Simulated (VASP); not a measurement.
# Cs: drag along a line

Cs, slab, 13 atoms in the cell. PBE, constrained relaxations along a path; PAW potentials Cs_sv (PBE set).

Path: drag along a line, Cs hops from a hollow site to the next hollow site of Cs(100).

## Input

INCAR:
```
SYSTEM = Cs
PREC = Normal ; ENCUT = 250
EDIFF = 1E-6 ; ISMEAR = 1
SIGMA = 0.1 ; LREAL = .False.
LASPH = .True. ; NELM = 100
ALGO = Normal ; LWAVE = .False.
LCHARG = .False. ; IBRION = 2
NSW = 60 ; ISIF = 2
EDIFFG = -0.03 ; POTIM = 0.5
KPAR = 2
```

KPOINTS:
```
k-points
0
Gamma
  2 2 1
```

POSCAR.step1:
```
Cs
1.0
   11.1675799046      0.0000000000      0.0000000000
    0.0000000000     11.1675799046      0.0000000000
    0.0000000000      0.0000000000     23.0666714800
Cs
13
Selective dynamics
Direct
    0.0000000000      0.0000000000      0.2601155527  F F F
    0.5000000000      0.0000000000      0.2601155527  F F F
    0.0000000000      0.5000000000      0.2601155527  F F F
    0.5000000000      0.5000000000      0.2601155527  F F F
    0.2500000000      0.2500000000      0.4312861415  T T T
    0.7500000000      0.2500000000      0.4312861415  T T T
    0.2500000000      0.7500000000      0.4312861415  T T T
    0.7500000000      0.7500000000      0.4312861415  T T T
    0.0000000000      0.0000000000      0.6024567304  T T T
    0.5000000000      0.0000000000      0.6024567304  T T T
    0.0000000000      0.5000000000      0.6024567304  T T T
    0.5000000000      0.5000000000      0.6024567304  T T T
    0.2500000000      0.2500000000      0.7194444423  F T T
```

POSCAR.step2:
```
Cs
1.0
   11.1675799046      0.0000000000      0.0000000000
    0.0000000000     11.1675799046      0.0000000000
    0.0000000000      0.0000000000     23.0666714800
Cs
13
Selective dynamics
Direct
    0.0000000000      0.0000000000      0.2601155527  F F F
    0.5000000000      0.0000000000      0.2601155527  F F F
    0.0000000000      0.5000000000      0.2601155527  F F F
    0.5000000000      0.5000000000      0.2601155527  F F F
    0.2500000000      0.2500000000      0.4312861415  T T T
    0.7500000000      0.2500000000      0.4312861415  T T T
    0.2500000000      0.7500000000      0.4312861415  T T T
    0.7500000000      0.7500000000      0.4312861415  T T T
    0.0000000000      0.0000000000      0.6024567304  T T T
    0.5000000000      0.0000000000      0.6024567304  T T T
    0.0000000000      0.5000000000      0.6024567304  T T T
    0.5000000000      0.5000000000      0.6024567304  T T T
    0.1500000000      0.2500000000      0.7194444423  F T T
```

POSCAR.step3:
```
Cs
1.0
   11.1675799046      0.0000000000      0.0000000000
    0.0000000000     11.1675799046      0.0000000000
    0.0000000000      0.0000000000     23.0666714800
Cs
13
Selective dynamics
Direct
    0.0000000000      0.0000000000      0.2601155527  F F F
    0.5000000000      0.0000000000      0.2601155527  F F F
    0.0000000000      0.5000000000      0.2601155527  F F F
    0.5000000000      0.5000000000      0.2601155527  F F F
    0.2500000000      0.2500000000      0.4312861415  T T T
    0.7500000000      0.2500000000      0.4312861415  T T T
    0.2500000000      0.7500000000      0.4312861415  T T T
    0.7500000000      0.7500000000      0.4312861415  T T T
    0.0000000000      0.0000000000      0.6024567304  T T T
    0.5000000000      0.0000000000      0.6024567304  T T T
    0.0000000000      0.5000000000      0.6024567304  T T T
    0.5000000000      0.5000000000      0.6024567304  T T T
    0.0750000000      0.2500000000      0.7194444423  F T T
```

POSCAR.step4:
```
Cs
1.0
   11.1675799046      0.0000000000      0.0000000000
    0.0000000000     11.1675799046      0.0000000000
    0.0000000000      0.0000000000     23.0666714800
Cs
13
Selective dynamics
Direct
    0.0000000000      0.0000000000      0.2601155527  F F F
    0.5000000000      0.0000000000      0.2601155527  F F F
    0.0000000000      0.5000000000      0.2601155527  F F F
    0.5000000000      0.5000000000      0.2601155527  F F F
    0.2500000000      0.2500000000      0.4312861415  T T T
    0.7500000000      0.2500000000      0.4312861415  T T T
    0.2500000000      0.7500000000      0.4312861415  T T T
    0.7500000000      0.7500000000      0.4312861415  T T T
    0.0000000000      0.0000000000      0.6024567304  T T T
    0.5000000000      0.0000000000      0.6024567304  T T T
    0.0000000000      0.5000000000      0.6024567304  T T T
    0.5000000000      0.5000000000      0.6024567304  T T T
    0.0000000000      0.2500000000      0.7194444423  F T T
```

POSCAR.step5:
```
Cs
1.0
   11.1675799046      0.0000000000      0.0000000000
    0.0000000000     11.1675799046      0.0000000000
    0.0000000000      0.0000000000     23.0666714800
Cs
13
Selective dynamics
Direct
    0.0000000000      0.0000000000      0.2601155527  F F F
    0.5000000000      0.0000000000      0.2601155527  F F F
    0.0000000000      0.5000000000      0.2601155527  F F F
    0.5000000000      0.5000000000      0.2601155527  F F F
    0.2500000000      0.2500000000      0.4312861415  T T T
    0.7500000000      0.2500000000      0.4312861415  T T T
    0.2500000000      0.7500000000      0.4312861415  T T T
    0.7500000000      0.7500000000      0.4312861415  T T T
    0.0000000000      0.0000000000      0.6024567304  T T T
    0.5000000000      0.0000000000      0.6024567304  T T T
    0.0000000000      0.5000000000      0.6024567304  T T T
    0.5000000000      0.5000000000      0.6024567304  T T T
   -0.0750000000      0.2500000000      0.7194444423  F T T
```

POSCAR.step6:
```
Cs
1.0
   11.1675799046      0.0000000000      0.0000000000
    0.0000000000     11.1675799046      0.0000000000
    0.0000000000      0.0000000000     23.0666714800
Cs
13
Selective dynamics
Direct
    0.0000000000      0.0000000000      0.2601155527  F F F
    0.5000000000      0.0000000000      0.2601155527  F F F
    0.0000000000      0.5000000000      0.2601155527  F F F
    0.5000000000      0.5000000000      0.2601155527  F F F
    0.2500000000      0.2500000000      0.4312861415  T T T
    0.7500000000      0.2500000000      0.4312861415  T T T
    0.2500000000      0.7500000000      0.4312861415  T T T
    0.7500000000      0.7500000000      0.4312861415  T T T
    0.0000000000      0.0000000000      0.6024567304  T T T
    0.5000000000      0.0000000000      0.6024567304  T T T
    0.0000000000      0.5000000000      0.6024567304  T T T
    0.5000000000      0.5000000000      0.6024567304  T T T
   -0.1500000000      0.2500000000      0.7194444423  F T T
```

POSCAR.step7:
```
Cs
1.0
   11.1675799046      0.0000000000      0.0000000000
    0.0000000000     11.1675799046      0.0000000000
    0.0000000000      0.0000000000     23.0666714800
Cs
13
Selective dynamics
Direct
    0.0000000000      0.0000000000      0.2601155527  F F F
    0.5000000000      0.0000000000      0.2601155527  F F F
    0.0000000000      0.5000000000      0.2601155527  F F F
    0.5000000000      0.5000000000      0.2601155527  F F F
    0.2500000000      0.2500000000      0.4312861415  T T T
    0.7500000000      0.2500000000      0.4312861415  T T T
    0.2500000000      0.7500000000      0.4312861415  T T T
    0.7500000000      0.7500000000      0.4312861415  T T T
    0.0000000000      0.0000000000      0.6024567304  T T T
    0.5000000000      0.0000000000      0.6024567304  T T T
    0.0000000000      0.5000000000      0.6024567304  T T T
    0.5000000000      0.5000000000      0.6024567304  T T T
   -0.2500000000      0.2500000000      0.7194444423  F T T
```

Commands (each step's output is kept before the next begins):
```
cat potpaw_PBE.64/Cs_sv/POTCAR > POTCAR
cp POSCAR.step1 POSCAR
mpirun -np 8 vasp_std > vasp.out
cp POSCAR.step2 POSCAR
mpirun -np 8 vasp_std > vasp.out
cp POSCAR.step3 POSCAR
mpirun -np 8 vasp_std > vasp.out
cp POSCAR.step4 POSCAR
mpirun -np 8 vasp_std > vasp.out
cp POSCAR.step5 POSCAR
mpirun -np 8 vasp_std > vasp.out
cp POSCAR.step6 POSCAR
mpirun -np 8 vasp_std > vasp.out
cp POSCAR.step7 POSCAR
mpirun -np 8 vasp_std > vasp.out
```

## Result

- Barrier (eV): 0.112
- Ionic steps, all stages: 71
- Electronic steps, all stages: 749

Energy along the pull:

| Share of the way | Energy above the start (eV) |
|---|---|
| 0 | 0.000 |
| 0.2 | 0.037 |
| 0.35 | 0.090 |
| 0.5 | 0.112 |
| 0.65 | 0.090 |
| 0.8 | 0.037 |
| 1 | -0.000 |

The slab is face-centred cubic Cs(100), which isn't the element's stable structure, in-plane cell 11.17 × 11.17 Å, with 2 × 2 k points.

Limits: the adatom repeats in each 2 x 2 surface cell, and the slab has three layers.

VASP 6.6.1 took 1993 s on 8 cores (Intel Xeon Platinum 8559C (Emerald Rapids)), a shared host.
